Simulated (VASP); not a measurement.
**ZnAu: single point with PBEsol**

ZnAu:

```
CELL_PARAMETERS angstrom
3.12878 0.00000 0.00000
0.00000 3.12878 0.00000
0.00000 0.00000 3.12878
ATOMIC_POSITIONS crystal
Zn 0.50000 0.50000 0.50000
Au 0.00000 0.00000 0.00000
```

The cell isn't the ideal one: cell and atoms relaxed tightly for response.

- Program: VASP 6.6.1
- Task: single point
- Functional: PBEsol
- Potentials or basis: VASP PAW PBE potentials, release 64 (Zn, Au)
- Cutoff: 520 eV
- k mesh: 14 × 14 × 14
- Occupations: fermi-dirac, width 0.15 eV
- Spin: no spin polarisation
- Dipole correction: no
- Further INCAR settings: ALGO = Normal; EDIFF = 1e-06; NBANDS = 18

```json
{
 "Pressure": "0.1 GPa",
 "Band gap on the k mesh": "none (metal or under the smearing width)"
}
```

Levels at points of the mesh, in eV from the Fermi level:
| k point | band 9 | band 10 | band 11 | band 12 | band 13 | band 14 | band 15 | band 16 |
| --- | --- | --- | --- | --- | --- | --- | --- | --- |
| (0.00, 0.00, 0.00) | -3.77 | -3.77 | -3.77 | 4.97 | 4.97 | 4.97 | 9.03 | 12.24 |
| (0.50, 0.00, 0.00) | -5.00 | -5.00 | -3.94 | -2.39 | 10.43 | 11.21 | 11.21 | 11.32 |
| (0.50, 0.50, 0.00) | -4.11 | -3.17 | -2.10 | -2.10 | 0.87 | 2.59 | 10.45 | 12.71 |
| (0.50, 0.50, 0.50) | -3.12 | -3.12 | 1.42 | 3.64 | 3.73 | 3.73 | 3.73 | 5.97 |

Wall time 14 s on 1 thread of Intel(R) Xeon(R) 6975P-C (Granite Rapids) (shared host), peak memory 0.19 GiB.

Caveat: the PAW data sets were made with another functional, which shifts forces and pressure a little. Spin-orbit coupling is left out, which matters for the levels of Au.
